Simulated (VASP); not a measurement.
Al, 1 atom in the cell. It takes space group Fm-3m (No. 225, cubic). The conventional cell has a = 4.050 Å, b = 4.050 Å, c = 4.050 Å, α = 90.00°, β = 90.00°, γ = 90.00°. Al (site symmetry m-3m) has 12 Al at 2.86 Å as nearest neighbours. 

- Program: VASP 6.6.1
- Task: relaxation of cell and atoms
- Functional: PBE
- Potentials or basis: VASP PAW PBE potentials, release 64 (Al)
- Cutoff: 520 eV
- k mesh: 18 × 18 × 18
- Occupations: gaussian, width 0.1 eV
- Spin: no spin polarisation
- Further INCAR settings: ALGO = Normal; EDIFF = 1e-07; IBRION = 2; EDIFFG = -0.15; NSW = 80; ISIF = 3

Potentials or basis: VASP PAW PBE potentials, release 64 (Al).

The run is started by

```bash
$ cat potpaw_PBE.64/Al/POTCAR > POTCAR
$ mpirun -np 1 vasp_std > vasp.out
```

Hardware: 1 thread of Intel(R) Xeon(R) Platinum 8488C (Sapphire Rapids), with other jobs on the host.

Question: How long does it take, and how much memory?

Answer: Wall time 7.1 s on 1 thread of Intel(R) Xeon(R) Platinum 8488C (Sapphire Rapids), on a shared host, peak memory 0.14 GiB. Counts: scf iterations 11, k points 195, ion steps 1.
